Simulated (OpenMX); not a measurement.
Runs of OpenMX 3.8.5 on TiC. The structure is cubic, space group Fm-3m (No. 225). Conventional cell: a = 4.331 Å, b = 4.331 Å, c = 4.331 Å, α = 90.00°, β = 90.00°, γ = 90.00°. Ti (site symmetry m-3m) has 6 C at 2.17 Å as nearest neighbours. C (site symmetry m-3m) has 6 Ti at 2.17 Å as nearest neighbours. The cell is a database's computed one.

```tsv
potentials or basis	cell	k mesh	pressure (GPa)
OpenMX 2013 PBE set, Ti7.0-s3p2d2f1, C6.0-s3p2d2, grid cutoff 400 Ry	Fm-3m, 10.16 Å³/atom	11 × 11 × 11	0.3
OpenMX 2013 PBE set, Ti7.0-s3p2d2, C6.0-s2p2d1, grid cutoff 400 Ry	I4/mmm, 9.76 Å³/atom	9 × 9 × 9	11.2
OpenMX 2013 PBE set, Ti7.0-s3p2d2, C6.0-s2p2d1, grid cutoff 400 Ry	I4/mmm, 9.36 Å³/atom	9 × 9 × 9	25.0
OpenMX 2013 PBE set, Ti7.0-s3p2d2, C6.0-s2p2d1, grid cutoff 400 Ry	Fm-3m, 10.16 Å³/atom	9 × 9 × 9	-0.1
OpenMX 2013 PBE set, Ti7.0-s3p2d2, C6.0-s2p2d1, grid cutoff 400 Ry	I4/mmm, 10.99 Å³/atom	9 × 9 × 9	(b)
OpenMX 2013 PBE set, Ti7.0-s3p2d2, C6.0-s2p2d1, grid cutoff 400 Ry	I4/mmm, 10.57 Å³/atom	9 × 9 × 9	(a)
```

Alike in all rows: task band structure; level PBE; no spin polarisation; smearing fermi-dirac 0.05 eV.

Problem. Estimate the missing entries.

Solution. (a) -9.1; (b) -16.4.

Caveats: the basis of atomic orbitals isn't converged, which shifts pressures, moduli and gaps.
